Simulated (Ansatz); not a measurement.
Steps from a short run of molecular dynamics on a 2×2×2 supercell (24 atoms) of CaF2 (Fm-3m), relaxed with r2SCAN; forces from PBEsol in Ansatz 0.2.0, 2×2×2 mesh, Fermi-Dirac smearing of 0.052 eV, a Langevin thermostat at fixed volume, set at 600 K. Computed, non-magnetic; the trajectory is short and the cell small, so nothing here is a converged average.

Cell vectors in Å:
```
0.0000 5.4392 5.4392
5.4392 0.0000 5.4392
5.4392 5.4392 0.0000
```

Question: At 4 fs the positions in Å are
```
Ca  -0.003   0.016  -0.011
F    1.315   1.377   1.383
F    4.102   4.071   4.088
Ca   2.718   2.724   0.019
F    4.074   4.084   1.322
F    6.774   6.819   4.089
Ca   2.707  -0.009   2.719
F    4.079   1.368   4.040
F    6.809   4.056   6.769
Ca   5.456   2.734   2.714
F    6.798   4.095   4.115
F    9.511   6.776   6.817
Ca  -0.013   2.732   2.727
F    1.342   4.066   4.077
F    4.115   6.806   6.771
Ca   2.735   5.462   2.731
F    4.069   6.759   4.077
F    6.829   9.517   6.794
Ca   2.719   2.712   5.466
F    4.089   4.074   6.784
F    6.788   6.776   9.486
Ca   5.446   5.412   5.445
F    6.812   6.809   6.787
F    9.492   9.520   9.509
```
What are the forces, and how far does the free energy (smearing included) lie above that of step 0, with the atoms on their sites?

Answer: 2.8 meV an atom; forces in eV/Å:
```
Ca  -0.041  -0.090  -0.032
F    0.201  -0.139  -0.146
F   -0.109  -0.032  -0.099
Ca   0.050  -0.104  -0.086
F    0.114   0.003   0.165
F    0.113  -0.112  -0.030
Ca   0.053   0.205   0.032
F   -0.028  -0.044   0.156
F   -0.037   0.123   0.237
Ca  -0.128  -0.068  -0.045
F    0.052  -0.117  -0.262
F    0.017   0.126  -0.135
Ca   0.065  -0.080   0.067
F    0.072   0.108   0.017
F   -0.199  -0.037   0.113
Ca  -0.096  -0.285  -0.073
F   -0.016   0.197   0.026
F   -0.120   0.086   0.071
Ca   0.004  -0.019  -0.299
F   -0.053  -0.002   0.118
F    0.035   0.152   0.164
Ca   0.004   0.213  -0.030
F    0.003  -0.065   0.093
F    0.043  -0.019  -0.022
```

Question: At 8 fs the positions in Å are
```
Ca  -0.011   0.026  -0.021
F    1.276   1.396   1.407
F    4.127   4.062   4.100
Ca   2.714   2.732   0.036
F    4.064   4.094   1.291
F    6.747   6.842   4.099
Ca   2.693  -0.023   2.723
F    4.081   1.372   4.002
F    6.812   4.036   6.747
Ca   5.475   2.746   2.704
F    6.807   4.110   4.155
F    9.502   6.748   6.832
Ca  -0.027   2.744   2.733
F    1.327   4.048   4.081
F    4.143   6.813   6.742
Ca   2.746   5.480   2.741
F    4.063   6.719   4.079
F    6.858   9.510   6.793
Ca   2.714   2.705   5.486
F    4.100   4.066   6.774
F    6.781   6.751   9.450
Ca   5.456   5.389   5.450
F    6.823   6.823   6.774
F    9.461   9.513   9.508
```
What are the forces, and how far does the free energy (smearing included) lie above that of step 0, with the atoms on their sites?

Answer: 10.8 meV an atom; forces in eV/Å:
```
Ca  -0.049  -0.130  -0.056
F    0.360  -0.305  -0.300
F   -0.197  -0.084  -0.215
Ca   0.118  -0.263  -0.145
F    0.235  -0.026   0.310
F    0.237  -0.239  -0.059
Ca   0.118   0.407   0.041
F   -0.058  -0.090   0.278
F   -0.065   0.238   0.463
Ca  -0.274  -0.146  -0.052
F    0.075  -0.226  -0.549
F    0.048   0.286  -0.258
Ca   0.096  -0.175   0.131
F    0.108   0.230   0.030
F   -0.327  -0.039   0.236
Ca  -0.160  -0.535  -0.124
F   -0.032   0.384   0.030
F   -0.253   0.196   0.133
Ca   0.074  -0.033  -0.549
F   -0.120  -0.002   0.229
F    0.013   0.297   0.334
Ca  -0.065   0.424  -0.030
F   -0.008  -0.159   0.191
F    0.125  -0.007  -0.072
```

Question: At 44 fs the positions in Å are
```
Ca  -0.102   0.063  -0.203
F    1.147   1.320   1.397
F    4.336   3.994   3.957
Ca   2.703   2.695   0.132
F    4.004   4.094   1.166
F    6.767   6.900   4.247
Ca   2.553  -0.107   2.771
F    4.084   1.302   3.770
F    6.777   4.053   6.865
Ca   5.465   2.789   2.507
F    6.833   4.155   4.163
F    9.431   6.684   6.780
Ca  -0.107   2.808   2.778
F    1.379   4.013   4.067
F    4.337   6.861   6.612
Ca   2.740   5.514   2.778
F    4.085   6.686   4.204
F    6.959   9.505   6.862
Ca   2.815   2.613   5.466
F    4.233   4.044   6.846
F    6.777   6.724   9.367
Ca   5.532   5.340   5.484
F    6.901   6.816   6.869
F    9.303   9.483   9.456
```
What are the forces, and how far does the free energy (smearing included) lie above that of step 0, with the atoms on their sites?

Answer: 67.4 meV an atom; forces in eV/Å:
```
Ca   0.266  -0.263   0.299
F    0.551   0.017  -0.191
F   -0.966   0.177   0.414
Ca  -0.253  -0.430  -0.597
F    0.599   0.219   0.492
F    0.176  -0.480  -0.514
Ca   0.610   1.208  -0.094
F   -0.148   0.065   0.773
F    0.386  -0.116   0.111
Ca   0.070  -0.523   0.395
F   -0.005  -0.661  -0.053
F    0.526   0.429  -0.277
Ca   0.701  -0.973   0.413
F   -0.093   0.444   0.350
F   -0.913   0.057   0.479
Ca   0.153  -0.869  -0.106
F   -0.283   0.308  -0.778
F   -0.472  -0.324  -0.826
Ca  -0.339   0.556  -0.446
F   -0.918   0.161  -0.524
F   -0.250   0.551   0.929
Ca  -0.267   0.668  -0.074
F    0.071  -0.072  -0.384
F    0.800  -0.152   0.207
```

Question: At 76 fs the positions in Å are
```
Ca  -0.131   0.084  -0.356
F    1.210   1.274   1.264
F    4.185   4.117   3.851
Ca   2.696   2.629   0.063
F    4.059   4.080   1.333
F    6.900   6.746   4.186
Ca   2.597  -0.095   2.793
F    4.037   1.259   3.757
F    6.866   4.074   7.082
Ca   5.524   2.747   2.450
F    6.764   3.879   3.949
F    9.592   6.902   6.602
Ca   0.006   2.570   2.885
F    1.398   4.204   4.128
F    4.106   6.842   6.600
Ca   2.736   5.425   2.760
F    4.086   6.849   4.069
F    6.935   9.508   6.770
Ca   2.929   2.670   5.312
F    4.103   4.161   6.871
F    6.617   6.878   9.660
Ca   5.510   5.284   5.398
F    6.985   6.708   6.984
F    9.508   9.478   9.480
```
What are the forces, and how far does the free energy (smearing included) lie above that of step 0, with the atoms on their sites?

Answer: 84.9 meV an atom; forces in eV/Å:
```
Ca   0.315  -0.718   1.995
F    0.596   0.210   0.987
F    0.059  -0.357   1.086
Ca  -0.368   0.265   0.001
F    0.048   0.241  -0.522
F   -0.472  -0.073   0.073
Ca   0.337  -0.272  -1.416
F   -0.095   0.803   0.303
F   -0.489  -0.581  -1.274
Ca  -0.287  -0.283   0.216
F    0.253   0.927   0.898
F   -0.059  -0.317   0.319
Ca   0.333   0.997  -1.279
F    0.138  -0.773   0.135
F    0.452  -0.391   0.229
Ca   0.374   0.025   0.066
F   -0.198  -0.690  -0.032
F   -0.254  -0.447  -0.375
Ca  -0.619   0.955   0.436
F    0.375  -0.265  -0.616
F    0.955   0.359  -1.054
Ca  -0.371   0.182   0.795
F   -0.651   0.499  -1.052
F   -0.371  -0.296   0.080
```
